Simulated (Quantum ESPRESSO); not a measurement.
Crystal: MgO.

```xyz
2
Lattice="2.9380 0.0000 0.0000 -1.4690 2.5444 0.0000 0.0000 0.0000 2.6797" Properties=species:S:1:pos:R:3 pbc="T T T"
Mg    0.0000    0.0000    0.0000
O     0.0000    1.6963    1.3398
```

Measurements of this composition are mostly on another form, of space group No. 225.

| Property | Result |
| --- | --- |
| Program | Quantum ESPRESSO 7.5 |
| Task | single point |
| Functional | PBE |
| Potentials or basis | SSSP 1.3 efficiency PBE |
| Cutoff | 748 eV |
| Density cutoff | 5987 eV |
| k mesh | 10 × 10 × 10 |
| Occupations | fermi-dirac, width 0.05 eV |
| Spin | no spin polarisation |

On this cell: pressure -0.6 GPa; largest force under 0.003 eV/Å; band gap on the k mesh 3.01 eV, indirect (least direct gap 3.40 eV).

The same run follows on a disturbed copy (atoms moved at random, drawn with an rms of 0.05 Å):

```
CELL_PARAMETERS angstrom
2.93802 0.00000 0.00000
-1.46901 2.54440 0.00000
0.00000 0.00000 2.67968
ATOMIC_POSITIONS crystal
Mg 0.00894 0.00303 0.00281
O 0.34020 0.65774 0.50280
```

Question: What changes?

Answer: The energy moves by +0.9 meV/atom; pressure -0.5 GPa; largest force 0.116 eV/Å; band gap on the k mesh 3.00 eV, indirect (least direct gap 3.40 eV).

Forces on the atoms (eV/Å):
```
Mg   0.035 -0.111  0.000
O   -0.035  0.111  0.000
```

Stress tensor (GPa, compression positive):
```
-0.56 -0.01  0.00
-0.01 -0.49  0.00
 0.00  0.00 -0.59
```

A k mesh can miss the band edges.
